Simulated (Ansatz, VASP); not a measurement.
## GePt: VASP beside Ansatz

```
Ge Pt
1.0
     3.11269    0.00000    0.00000
     0.00000    3.11269    0.00000
     0.00000    0.00000    3.33733
Ge Pt
1 1
Direct
  0.50000 0.50000 0.50000
  0.00000 0.00000 0.00000
```

Change from the starting cell: species swapped into the FePt type (P4/mmm, No. 123).

Alike in both runs: task relaxation of cell and atoms; functional PBE; k mesh 6 × 6 × 6; occupations gaussian, width 0.1 eV; no spin polarisation.

|  | VASP | Ansatz |
| --- | --- | --- |
| version | VASP 6.6.1 | Ansatz 0.2.0 |
| potentials or method | VASP PAW PBE potentials, release 64 (Ge_d, Pt) | scalar-relativistic, plane waves, PAW |
| plane-wave cutoff (eV) | 600 | 420 |
| valence electrons in the cell | 24 | 32 |

```tsv
	VASP	Ansatz	Ansatz less VASP
gap on the k mesh at the Fermi level, each at its own relaxed structure (eV)	none	none	-
relaxed volume (Å³/atom)	16.32	16.27	-0.057
relaxed cell length with the largest relative difference (Å)	3.195	3.184	-0.0110
energy change over the relaxation (meV/atom)	-5	-5	0.0
```

A gap of «none» marks a metal or a gap that the smearing closes. The two sets of potentials don't hold the same shells in valence.

Spin-orbit coupling is left out, which matters for the levels of Pt.
